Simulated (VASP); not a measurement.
# What goes wrong when the modes of C (Diamond) are computed with a bad input, part 3 of 3

Aim: see how common mistakes in a phonon run show up, on C (Diamond). The starting structure is a measured crystal structure from the Crystallography Open Database.

VASP 6.6.1.

Results so far: reference T2g 1321.5 cm⁻¹; finite displacements, else as the reference T2g 1321.2 cm⁻¹; a loose electronic threshold T2g 1322.9 cm⁻¹; low precision and real-space projectors T2g 1221.7 cm⁻¹.

### Step 7. Modes with a k mesh far too coarse

Level of this step: LDA; plane waves and PAW (C) (VASP).

A slip made on purpose: a k mesh far too coarse. Against step 2 the input has a 2×2×2 mesh (also changed: NELM and KPAR).

File INCAR:

```
SYSTEM = C
PREC = Accurate
ENCUT = 520
EDIFF = 1E-08
NELM = 60
ISMEAR = 0
SIGMA = 0.03
LREAL = .FALSE.
ALGO = Normal
GGA = CA
NBANDS = 10
LORBIT = 11
LWAVE = .FALSE.
LCHARG = .FALSE.
IBRION = 8
LEPSILON = .TRUE.
LPEAD = .TRUE.
ISIF = 2
```

File POSCAR:

```
C
1.0
    0.0000000000      1.7679029686      1.7679029686
    1.7679029686      0.0000000000      1.7679029686
    1.7679029686      1.7679029686      0.0000000000
C
2
Direct
    0.7500000000      0.7500000000      0.7500000000
    0.5000000000      0.5000000000      0.5000000000
```

File KPOINTS:

```
Automatic mesh
0
Gamma
2 2 2
0 0 0
```

The projector-augmented-wave data sets are C (LDA family, release 64).

Launch:

```
> mpirun -np 8 vasp_std
```

Output:

```text
[banner, memory and clock lines left out]
running    8 mpi-ranks, on    1 nodes
[...]
[... a notice as in an earlier step ...]

 LDA part: xc-table for (Slater(with rela. corr.)+CA(PZ))
 , standard interpolation
|                                                                             |
|           W    W    AA    RRRRR   N    N  II  N    N   GGGG   !!!           |
|           W    W   A  A   R    R  NN   N  II  NN   N  G    G  !!!           |
|           W    W  A    A  R    R  N N  N  II  N N  N  G       !!!           |
|           W WW W  AAAAAA  RRRRR   N  N N  II  N  N N  G  GGG   !            |
|           WW  WW  A    A  R   R   N   NN  II  N   NN  G    G                |
|           W    W  A    A  R    R  N    N  II  N    N   GGGG   !!!           |
|                                                                             |
|     The number of bands has been changed from the values supplied in        |
|     The orbitals not found in the WAVECAR file will be initialized with     |
[...]
RMM:   9    -0.106241270903E+02   -0.22452E-05   -0.11458E-08   200   0.202E-04    0.498E-06
 change of polarisation eV/A/(eV/A) component  3 :    13.681     9.482    20.791
 dielectric tensor                  component  3 :   224.015   155.265   341.430
 Linear response DOF=           1
 Linear response progress:
  Degree of freedom:   1/  1
       N       E                     dE             d eps       ncg     rms          rms(c)
RMM:   1    -0.122720102454E+00   -0.12272E+00    0.44181E-03   339   0.131E+00
RMM:   2    -0.115904322884E+00    0.68158E-02    0.22248E-03   253   0.183E-01    0.215E-01
RMM:   3    -0.116332194533E+00   -0.42787E-03   -0.20169E-04   249   0.602E-02    0.115E-01
RMM:   4    -0.117118019964E+00   -0.78583E-03   -0.11253E-04   257   0.600E-02    0.165E-02
[...]
RMM:   9    -0.117077579910E+00    0.66335E-07    0.10971E-07   289   0.442E-05    0.145E-06
RMM:  10    -0.117077590410E+00   -0.10500E-07   -0.44063E-09   246   0.425E-05    0.587E-07
RMM:  11    -0.117077590997E+00   -0.58721E-09    0.11160E-08   225   0.425E-05    0.222E-08
 first order change of Fermi-energy   0.18564E+01
 force on displaced ion       1 direction 1 : -58.277   0.000   0.000
 Born effective charge ion    1 direction 1 :  -1.603   0.000   0.000
 Born effective charges drift removed
 Linear response finished
```

It took 1.4 s on 8 MPI ranks of Intel Xeon 6975P-C (Granite Rapids), shared host; peak memory 0.78 GiB; 7.2 s of CPU time.

OUTCAR, selected parts (step 7):

```text
  Total        2.1965722      2.1965722      2.1965722      0.0000000      0.0000000      0.0000000
  in kB      318.4569980    318.4569980    318.4569980      0.0000000      0.0000000      0.0000000
  external PRESSURE =     318.4569980 kB  Pullay stress =       0.0000000 kB

 POSITION                                       TOTAL-FORCE (eV/Angst)
 -----------------------------------------------------------------------------------
      2.65185      2.65185      2.65185         0.000000      0.000000      0.000000
      1.76790      1.76790      1.76790        -0.000000     -0.000000     -0.000000
 -----------------------------------------------------------------------------------
    total drift:                                0.000000     -0.000000      0.000000

 MACROSCOPIC STATIC DIELECTRIC TENSOR (including local field effects in DFT)
 ------------------------------------------------------
         370.556031     0.000000     0.000000
          -0.000000   370.556031     0.000000
          -0.000000    -0.000000   370.556031
 ------------------------------------------------------

 MACROSCOPIC STATIC DIELECTRIC TENSOR IONIC CONTRIBUTION
 ------------------------------------------------------
           0.000000     0.000000    -0.000000
           0.000000     0.000000    -0.000000
          -0.000000    -0.000000     0.000000
 ------------------------------------------------------

[... 1 part as in an earlier step ...]

[... 1 further part left out ...]
```

With a k mesh far too coarse the mode is T2g 1624.4 cm⁻¹, +302.9 cm⁻¹ from the reference.

### Step 8. Comparison

```tsv
run	ended	T2g	method	core minutes
reference	converged	1321.5	perturbation theory	1.79
finite displacements, else as the reference	converged	1321.2	finite displacements	0.693
perturbation theory asked for with a meta-GGA	stopped by VASP	-	perturbation theory	1.39
a loose electronic threshold	converged	1322.9	finite displacements	0.48
low precision and real-space projectors	converged	1221.7	finite displacements	0.347
a k mesh far too coarse	converged	1624.4	perturbation theory	0.187
```

Modes are in cm⁻¹, degenerate ones as one, matched between runs by symmetry and order. A number in brackets counts the listed modes of one symmetry from the lowest. The symmetry labels come from an automatic analysis and can be wrong where levels nearly coincide. Core minutes are wall time times ranks of the run shown, on a shared host.

### Step 9. Summary of results

| Item | Value |
| --- | --- |
| T2g, reference | 1321.5 cm⁻¹ |
| T2g, finite displacements, else as the reference | 1321.2 cm⁻¹ |
| T2g, a loose electronic threshold | 1322.9 cm⁻¹ |
| T2g, low precision and real-space projectors | 1221.7 cm⁻¹ |
| T2g, a k mesh far too coarse | 1624.4 cm⁻¹ |
| run with perturbation theory asked for with a meta-GGA | stopped by VASP |

What this shows: VASP stopped by itself in the run with perturbation theory asked for with a meta-GGA. Finished, but with signs in the output that stand out against the reference: low precision and real-space projectors, with modes off by up to -100 cm⁻¹, in T2g (signs: VASP's advice that real-space projection is less accurate and a pressure of 0.3 GPa on the undisplaced cell); a k mesh far too coarse, with modes off by up to +303 cm⁻¹, in T2g (signs: a pressure of 31.8 GPa on the undisplaced cell). Little came of a loose electronic threshold in this material. Runs with finite displacements are held against the sound run of that kind. The dielectric constants and Born charges in the logs aren't compared here; at a small gap they can be far off, and in a run without a gap they mean nothing. Further runs on this material are not shown.

[Lines on the potential files, build, host, timing and source positions are cut from VASP's logs without a mark.]

[Logs are printed without paths, hosts, clocks, repeated set-up lines and the standing remarks that a program may print on its own settings, such as how far it seeks lower states.]

[Hosts, paths, dates, database ids (printed as entryN), source tags and the programs' standing remarks are cut or masked in the printed files.]
